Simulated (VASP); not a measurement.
# C in VASP: settings compared

The runs below take C through relaxation of cell and atoms, with PBE, PBEsol.

Everything below comes from runs of VASP 6.6.1. Logs are shortened: lines on timing, memory, paths and dates and some standing lists are left out, and cuts for length are marked.

## (1) The slab as given

The cell holds a slab with vacuum, 2 atoms: a = 2.467 Å, b = 2.467 Å, c = 18.034 Å, α = 90.00°, β = 90.00°, γ = 120.00°.

The slab is cut from a database's or a generator's crystal, which needn't be the stable form of the element.

## (2) Relaxation of cell and atoms, PBE

The input, INCAR:

```
PREC = Accurate
ENCUT = 600
EDIFF = 1E-7
ISMEAR = 0
SIGMA = 0.03
LREAL = F
LASPH = T
NELM = 80
ALGO = Normal
ISIF = 3
LWAVE = F
LCHARG = F
GGA = PE
IBRION = 2
NSW = 90
EDIFFG = -0.005
LATTICE_CONSTRAINTS = .TRUE. .TRUE. .FALSE.
KPAR = 2
```

The input, KPOINTS:

```
regular mesh
0
Gamma
  15 15 1
```

The input, POSCAR:

```
C                                       
1.0
    2.4668512361      0.0000000000      0.0000000000
   -1.2334256181      2.1363558405      0.0000000000
    0.0000000000      0.0000000000     18.0339500000
  C             
     2
Direct
     0.0000000000000000    0.0000000000000000    0.5000010628408277
     0.6666666699999979    0.3333333300000021    0.4999989371591724
```

Potentials or basis: VASP PAW PBE potentials, release 64 (C).

The run is started by

```console
cat potpaw_PBE.64/C/POTCAR > POTCAR
mpirun -np 2 vasp_std > vasp.out
```

OUTCAR:

```text
PREC = Accurate
   ENCUT = 600
   EDIFF = 1E-7
   ISMEAR = 0
   LREAL = F
   LASPH = T
   NELM = 80
   ISIF = 3
   GGA = PE
   IBRION = 2
   NSW = 90
   EDIFFG = -0.005

 ion  position               nearest neighbor table
   1  0.000  0.000  0.500-   2 1.42   2 1.42   2 1.42
   2  0.667  0.333  0.500-   1 1.42   1 1.42   1 1.42

  LATTYP: Found a hexagonal cell.
 ALAT       =     2.4668512361
 C/A-ratio  =     7.3105137984

  Lattice vectors:

 A1 = (   2.4668512361,   0.0000000000,   0.0000000000)
 A2 = (  -1.2334256181,   2.1363558405,   0.0000000000)
 A3 = (   0.0000000000,   0.0000000000,  18.0339500000)

Analysis of symmetry for initial positions (statically):
=====================================================================
 Subroutine PRICEL returns:
 Original cell was already a primitive cell.

 Routine SETGRP: Setting up the symmetry group for a
 hexagonal supercell.

 Subroutine GETGRP returns: Found 24 space group operations
 (whereof 12 operations were pure point group operations)
 out of a pool of 24 trial point group operations.

The static configuration has the point symmetry D_3h.
 The point group associated with its full space group is D_6h.

Analysis of symmetry for dynamics (positions and initial velocities):
=====================================================================
 Subroutine PRICEL returns:
 Original cell was already a primitive cell.

 Routine SETGRP: Setting up the symmetry group for a
 hexagonal supercell.

 Subroutine GETGRP returns: Found 24 space group operations
 (whereof 12 operations were pure point group operations)
 out of a pool of 24 trial point group operations.

The dynamic configuration has the point symmetry D_3h.
 The point group associated with its full space group is D_6h.

 Subroutine INISYM returns: Found 24 space group operations
 (whereof 12 operations are pure point group operations),
 and found     1 'primitive' translations

----------------------------------------------------------------------------------------

                                     Primitive cell

  volume of cell :      95.0402

  direct lattice vectors                    reciprocal lattice vectors
     2.466851236  0.000000000  0.000000000     0.405375073  0.234043407  0.000000000
    -1.233425618  2.136355840  0.000000000     0.000000000  0.468086814  0.000000000
     0.000000000  0.000000000 18.033950000     0.000000000  0.000000000  0.055450969

  length of vectors
     2.466851236  2.466851238 18.033950000     0.468086815  0.468086814  0.055450969

  position of ions in fractional coordinates (direct lattice)
     0.000000000  0.000000000  0.500001063
     0.666666670  0.333333330  0.499998937

  ion indices of the primitive-cell ions
   primitive index   ion index
                 1           1
                 2           2

----------------------------------------------------------------------------------------

 KPOINTS: regular mesh

Automatic generation of k-mesh.
 Grid dimensions read from file:
 generate k-points for:   15   15    1

 Generating k-lattice:

  Cartesian coordinates                     Fractional coordinates (reciprocal lattice)
     0.027025005  0.015602894  0.000000000     0.066666667  0.000000000  0.000000000
     0.000000000  0.031205788  0.000000000     0.000000000  0.066666667  0.000000000
     0.000000000  0.000000000  0.055450969     0.000000000  0.000000000  1.000000000

  Length of vectors
     0.031205788  0.031205788  0.055450969

  Shift w.r.t. Gamma in fractional coordinates (k-lattice)
     0.000000000  0.000000000  0.000000000

 Subroutine IBZKPT returns following result:
 ===========================================

 Found     27 irreducible k-points:

 Following reciprocal coordinates:
            Coordinates               Weight
  0.000000  0.000000  0.000000      1.000000
  0.066667  0.000000  0.000000      6.000000
  0.133333  0.000000  0.000000      6.000000
  0.200000  0.000000  0.000000      6.000000
  0.266667  0.000000  0.000000      6.000000
  0.333333 -0.000000  0.000000      6.000000
[... 16 lines left out ...]
  0.333333  0.200000  0.000000     12.000000
  0.400000  0.200000  0.000000      6.000000
 [... further k-points ...]
   k-points           NKPTS =     27   k-points in BZ     NKDIM =     27   number of bands    NBANDS=      8
   number of dos      NEDOS =    301   number of ions     NIONS =      2
   total plane-waves  NPLWV =  57600
   dimension x,y,z NGX =    20 NGY =   20 NGZ =  144
   dimension x,y,z NGXF=    40 NGYF=   40 NGZF=  288
   ions per type =               2
   NGX,Y,Z   is equivalent  to a cutoff of  13.48, 13.48, 13.27 a.u.
   NGXF,Y,Z  is equivalent  to a cutoff of  26.96, 26.96, 26.55 a.u.
 SYSTEM =  unknown system
   PREC   = accura    normal or accurate (medium, high low for compatibility)
   ISTART =      0    job   : 0-new  1-cont  2-samecut
   ICHARG =      2    charge: 1-file 2-atom 10-const
   ISPIN  =      1    spin polarized calculation?
   LNONCOLLINEAR =      F non collinear calculations
   LSORBIT =      F    spin-orbit coupling
   LASPH  =      T    aspherical Exc in radial PAW
   ENCUT  =  600.0 eV  44.10 Ry    6.64 a.u.   4.93  4.93 36.02*2*pi/ulx,y,z
   NELM   =     80;   NELMIN=  2; NELMDL= -5     # of ELM steps
   EDIFF  = 0.1E-06   stopping-criterion for ELM
   LREAL  =      F    real-space projection
   EDIFFG = -.5E-02   stopping-criterion for IOM
   NSW    =     90    number of steps for IOM
   IBRION =      2    ionic relax: 0-MD 1-quasi-New 2-CG
   NFREE  =      1    steps in history (QN), initial steepest desc. (CG)
   ISIF   =      3    stress and relaxation
   ISYM   =      2    0-nonsym 1-usesym 2-fastsym
   POTIM  = 0.5000    time-step for ionic-motion
   TEBEG  =    0.0;   TEEND  =   0.0 temperature during run
   PSTRESS=    0.0 pullay stress
   NELECT =       8.0000    total number of electrons
   NUPDOWN=      -1.0000    fix difference up-down
   EMIN   =  10.00;   EMAX   =-10.00  energy-range for DOS
   EFERMI =   0.00;   METHOD = LEGACY
   ISMEAR =     0;   SIGMA  =   0.03  broadening in eV -4-tet -1-fermi 0-gaus
   EFERMI_NEDOS =   21; number of points for ismear=-14 and -15
   IALGO  =     38    algorithm
   IMIX   =      4    mixing-type and parameters
     AMIX     =   0.40;   BMIX     =  1.00
     AMIX_MAG =   1.60;   BMIX_MAG =  1.00
  volume/ion in A,a.u.               =      47.52       320.68
  Fermi-wavevector in a.u.,A,eV,Ry     =   0.717468  1.355817  7.003734  0.514760
  Thomas-Fermi vector in A             =   1.806155
   LORBIT       =      0    0 simple, 1 ext, 2 COOP (PROOUT), +10 PAW based schemes
   GGA     = PE    functional components
   LHFCALC =     F    Hartree Fock is set to
   AEXX    =    0.0000 exact exchange contribution
   IVDW    =     0    specifies the selected vdW correction
   LEPSILON=     F    determine dielectric tensor
   LRPA    =     F    only Hartree local field effects (RPA)
 conjugate gradient relaxation of ions
 non-spin polarized calculation
 Gauss-broadening in eV      SIGMA  =   0.03
  energy-cutoff  :      600.00
  volume of cell :       95.04
 maximum number of plane-waves:      3225
 NGX is ok and might be reduce to    20
   NGX =  9   NGY =  9   NGZ = 73

 number of electron       8.0000001 magnetization

 Free energy of the ion-electron system (eV)
  ---------------------------------------------------
  ext. energy  EPLUGINS =         0.00000000
  ---------------------------------------------------
  free energy    TOTEN  =       -18.45308065 eV

  energy without entropy =      -18.45277975  energy(sigma->0) =      -18.45293020

 E-fermi :  -2.5835     XC(G=0):  -2.3893

 val. band max:       -2.5834683432   @ k =   0.3333   0.3333   0.0000
 cond. band min:      -2.5834680686   @ k =   0.3333   0.3333   0.0000
 fundamental gap:      0.0000002746
 Fermi energy:        -2.5834682059

 k-point     1 :       0.0000    0.0000    0.0000
  band No.  band energies     occupation
      1     -22.0977      2.00000
      2     -10.1937      2.00000
      3      -5.6306      2.00000
      4      -5.6306      2.00000
      5       0.6808      0.00000
      6       1.5024      0.00000
      7       1.9190      0.00000
      8       3.1021      0.00000

 k-point     2 :       0.0667    0.0000    0.0000
  band No.  band energies     occupation
      1     -21.9927      2.00000
      2     -10.0684      2.00000
      3      -6.0547      2.00000
      4      -5.8523      2.00000
      5       0.8232      0.00000
      6       1.6465      0.00000
      7       2.0648      0.00000
      8       3.2463      0.00000

 k-point     3 :       0.1333    0.0000    0.0000
  band No.  band energies     occupation
      1     -21.6786      2.00000
      2      -9.6946      2.00000
      3      -7.1817      2.00000
      4      -6.4143      2.00000
      5       1.2506      0.00000
      6       2.0783      0.00000
      7       2.5023      0.00000
      8       3.6784      0.00000

 k-point     4 :       0.2000    0.0000    0.0000
  band No.  band energies     occupation
      1     -21.1576      2.00000
      2      -9.0792      2.00000
      3      -8.7272      2.00000
      4      -7.1172      2.00000
      5       1.9623      0.00000
      6       2.7953      0.00000
      7       3.2312      0.00000
      8       4.3944      0.00000

 k-point     5 :       0.2667    0.0000    0.0000
  band No.  band energies     occupation
      1     -20.4339      2.00000
      2     -10.4565      2.00000
      3      -8.2376      2.00000
      4      -7.8011      2.00000
      5       2.9560      0.00000
      6       3.7455      0.00000
      7       4.2440      0.00000
      8       4.2508      0.00000
[... 177 lines left out ...]
 k-point    22 :       0.2667    0.2000    0.0000
  band No.  band energies     occupation
      1     -18.3213      2.00000
      2     -12.8092      2.00000
      3     -10.8673      2.00000
      4      -5.8644      2.00000
      5       0.8353      0.00000
      6       5.9200      0.00000
      7       6.7005      0.00000
      8       7.3111      0.00000

 k-point    23 :       0.3333    0.2000    0.0000
  band No.  band energies     occupation
      1     -17.1798      2.00000
      2     -14.2303      2.00000
      3     -11.2935      2.00000
      4      -4.7306      2.00000
      5      -0.5501      0.00000
      6       7.5675      0.00000
      7       8.1086      0.00000
      8       8.2920      0.00000

 k-point    24 :       0.4000    0.2000    0.0000
  band No.  band energies     occupation
      1     -16.2554      2.00000
      2     -15.2639      2.00000
      3     -11.4262      2.00000
      4      -4.0834      2.00000
      5      -1.2859      0.00000
      6       8.2101      0.00000
      7       8.7392      0.00000
      8       9.3161      0.00000

 [... further k-points ...]
[... 5 lines left out ...]
  --------------------------------------------------------------------------------------
  -------------------------------------------------------------------------------------
  Total        0.0021851      0.0021851     -0.0375721     -0.0000000      0.0000000      0.0000000
  in kB        0.0368365      0.0368365     -0.6333863     -0.0000000      0.0000000      0.0000000
  external PRESSURE =      -0.1865711 kB  Pullay stress =       0.0000000 kB

 VOLUME and BASIS-vectors are now :
 -----------------------------------------------------------------------------
  energy-cutoff  :      600.00
  volume of cell :       95.04
      direct lattice vectors                 reciprocal lattice vectors
     2.466851236  0.000000000  0.000000000     0.405375073  0.234043407  0.000000000
    -1.233425618  2.136355840  0.000000000     0.000000000  0.468086814  0.000000000
     0.000000000  0.000000000 18.033950000     0.000000000  0.000000000  0.055450969

 POSITION                                       TOTAL-FORCE (eV/Angst)
 -----------------------------------------------------------------------------------
      0.00000      0.00000      9.01699        -0.000000      0.000000      0.000000
      1.23343      0.71212      9.01696         0.000000      0.000000      0.000000
 -----------------------------------------------------------------------------------
    total drift:                               -0.000004      0.000002      0.000000

  FREE ENERGIE OF THE ION-ELECTRON SYSTEM (eV)
  ---------------------------------------------------
  free  energy   TOTEN  =       -18.4530806533 eV

  energy  without entropy=      -18.4527797522  energy(sigma->0) =      -18.45293020

 reached required accuracy - stopping structural energy minimisation
```

Wall time 12 s (2 MPI ranks of Intel Xeon 6975P-C (Granite Rapids), shared host); peak memory 0.21 GiB.

What came out:

```
Free energy            : -18.4531 eV
Band gap on the k mesh : none (metal or under the smearing width)
```

Final structure:
```
C
1.0
     2.46685    0.00000    0.00000
    -1.23343    2.13636    0.00000
     0.00000    0.00000   18.03395
C
2
Direct
  0.00000 0.00000 0.50000
  0.66667 0.33333 0.50000
```

Levels at points of the mesh, in eV from the Fermi level:
```tsv
k point	band 2	band 3	band 4	band 5	band 6	band 7
(0.00, 0.00, 0.00)	-7.61	-3.05	-3.05	3.26	4.09	4.50
```

Caveat: the relaxation stopped at its first step, so nothing moved.

## (3) Relaxation of cell and atoms, PBEsol

This run uses another cell than the first one, of 47.64 Å³/atom, 1.003 times its volume.

The input, INCAR:

```
SYSTEM = C
ALGO = Normal
EDIFF = 1E-6
EDIFFG = -0.01
ENCUT = 600
GGA = PS
IBRION = 2
ISIF = 3
ISMEAR = 0
LASPH = .TRUE.
LATTICE_CONSTRAINTS = .TRUE. .TRUE. .FALSE.
LCHARG = .FALSE.
LREAL = .FALSE.
LWAVE = .FALSE.
NELM = 80
NSW = 90
PREC = Accurate
SIGMA = 0.03
```

The input, KPOINTS:

```
k-points
0
G
  15 15 1
  0 0 0
```

The input, POSCAR:

```
C
1.0
    2.4700000000      0.0000000000      0.0000000000
   -1.2350000000      2.1390827500      0.0000000000
    0.0000000000      0.0000000000     18.0339500000
C
2
Direct
    0.0000000000      0.0000000000      0.4990587200
    0.6666666700      0.3333333300      0.5009412800
```

Potentials or basis: VASP PAW PBE potentials, release 64 (C).

The run is started by

```console
cat potpaw_PBE.64/C/POTCAR > POTCAR
mpirun -np 1 vasp_std > vasp.out
```

Run time: 94 s. Hardware: 1 thread of Intel Xeon Platinum 8488C (Sapphire Rapids), shared host; peak memory 0.21 GiB.

Results (log left out):

```
Free energy                            : -19.2854 eV
Relaxed volume                         : 47.25 Å³/atom
Relaxed cell                           : a = 2.460 Å, b = 2.460 Å, c = 18.034 Å, α = 90.00°, β = 90.00°, γ = 120.00°
Space group after relaxing (to 0.05 Å) : P6/mmm (No. 191)
Energy gained by relaxing              : 6.0 meV/atom
Ionic steps                            : 5
Band gap on the k mesh                 : none (metal or under the smearing width)
```

Forces on the atoms (eV/Å):
```
C    0.000  0.000  0.003
C    0.000  0.000 -0.003
```

Step by step:
```
step  energy change (eV)  largest force (eV/Å)  pressure (GPa)  volume (Å³)
   1              0.0000                0.5754           -0.66        95.28
   2              0.0045                0.3627            1.52        92.72
   3             -0.0108                0.1452            0.31        94.11
   4             -0.0103                0.1719           -0.43        95.00
   5             -0.0121                0.0027           -0.02        94.51
```

Final structure:
```
C
1.0
     2.45995    0.00000    0.00000
    -1.22998    2.13038    0.00000
     0.00000    0.00000   18.03395
C
2
Direct
  0.00000 0.00000 0.50000
  0.66667 0.33333 0.50000
```

Levels at points of the mesh, in eV from the Fermi level:
| k point | band 2 | band 3 | band 4 | band 5 | band 6 | band 7 |
| --- | --- | --- | --- | --- | --- | --- |
| (0.00, 0.00, 0.00) | -7.70 | -3.00 | -3.00 | 3.35 | 4.14 | 4.57 |

Caveat: the PAW data sets were made with another functional, which shifts forces and pressure a little.

## (4) Relaxation of cell and atoms, PBEsol

This run uses another cell than the first one, of 47.25 Å³/atom, 0.994 times its volume.

Changes to INCAR since step 3:

```diff
@@ -2,4 +2,4 @@
 ALGO = Normal
-EDIFF = 1E-6
-EDIFFG = -0.01
+EDIFF = 1E-7
+EDIFFG = -0.005
 ENCUT = 600
```

KPOINTS is that of step 3.

The input, POSCAR:

```
C                                       
1.0
    2.4599543432      0.0000000000      0.0000000000
   -1.2299771716      2.1303829559      0.0000000000
    0.0000000000      0.0000000000     18.0339500000
  C             
     2
Direct
     0.0000000000000000    0.0000000000000000    0.4999959931317706
     0.6666666699999979    0.3333333300000021    0.5000040068682294
```

The run is started by

```console
cat potpaw_PBE.64/C/POTCAR > POTCAR
mpirun -np 1 vasp_std > vasp.out
```

It took 34 s on 1 thread of Intel Xeon Platinum 8488C (Sapphire Rapids), shared host; peak memory 0.21 GiB.

The run converged. Its results:

```yaml
Free_energy: -19.2849 eV
Band_gap_on_the_k_mesh: none (metal or under the smearing width)
```

Forces on the atoms (eV/Å):
```
C    0.000  0.000  0.002
C    0.000  0.000 -0.002
```

Final structure:
```
CELL_PARAMETERS angstrom
2.45995 0.00000 0.00000
-1.22998 2.13038 0.00000
0.00000 0.00000 18.03395
ATOMIC_POSITIONS crystal
C 0.00000 0.00000 0.50000
C 0.66667 0.33333 0.50000
```

Levels at points of the mesh, in eV from the Fermi level:
```csv
k point,band 2,band 3,band 4,band 5,band 6,band 7
"(0.00, 0.00, 0.00)",-7.70,-3.00,-3.00,3.38,4.21,4.57
```

Caveat: the relaxation stopped at its first step, so nothing moved; the PAW data sets were made with another functional, which shifts forces and pressure a little.
